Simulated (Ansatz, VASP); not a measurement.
**Zr: VASP beside Ansatz**

Contents of INCAR:

```
SYSTEM = Zr
PREC = Accurate
ENCUT = 520
EDIFF = 1E-8
ISMEAR = -1
SIGMA = 0.05
LREAL = .False.
LASPH = .True.
NELM = 100
ALGO = Normal
ISIF = 2
LWAVE = .False.
LCHARG = .False.
GGA = PS
LEFG = .True.
NBANDS = 12
```

File KPOINTS:

```
regular mesh
0
Gamma
  16 16 16
  0 0 0
```

File POSCAR:

```
Zr
1.0
   -1.7874363926      1.7874363926      1.7874363926
    1.7874363926     -1.7874363926      1.7874363926
    1.7874363926      1.7874363926     -1.7874363926
Zr
1
Direct
    0.0000000000      0.0000000000      0.0000000000
```

Input for Ansatz:

```yaml
crystal:
  lattice:
    - [-1.7874363926, 1.7874363926, 1.7874363926]
    - [1.7874363926, -1.7874363926, 1.7874363926]
    - [1.7874363926, 1.7874363926, -1.7874363926]
  atoms:
    - { symbol: Zr, position: [0.0, 0.0, 0.0] }
kpoints:
  mp_grid: { grid: [16, 16, 16] }
  band_path:
    path:
      - [0.0, 0.0, 0.0]
      - [0.5, -0.5, 0.5]
      - [0.0, 0.0, 0.5]
      - [0.0, 0.0, 0.0]
      - [0.25, 0.25, 0.25]
      - [0.5, -0.5, 0.5]
      - [0.25, 0.25, 0.25]
      - [0.0, 0.0, 0.5]
    npoints: 5
scf:
  occupations: { method: fermi_dirac, width: 0.05 }
hamiltonian:
  xc: pbesol
  pseudopotentials: { kind: paw }
output:
  forces: true
  stress: true
  eigenvalues: true
  efg: { contact_densities: true }
```

Alike in both runs: task electric field gradients; functional PBEsol; k mesh 16 × 16 × 16; occupations fermi-dirac, width 0.05 eV; no spin polarisation.

|  | VASP | Ansatz |
| --- | --- | --- |
| version | VASP 6.6.1 | Ansatz 0.2.0 |
| potentials or method | VASP PAW PBE potentials, release 64 (Zr_sv) | PAW with Ansatz's default frozen-core files, scalar-relativistic |
| plane-wave cutoff (eV) | 520 | 420 |
| valence electrons in the cell | 12 | 12 |

```csv
,VASP,Ansatz,Ansatz less VASP
pressure (GPa),-3.8,-3.9,-0.07
Vzz of the field gradient on the site that differs most (V/Å²),0.0,0.0,0.00
```

Ansatz warned: «gradients_without_spin_orbit».

Caveats: the PAW data sets were made with another functional, which shifts forces and pressure a little (VASP).
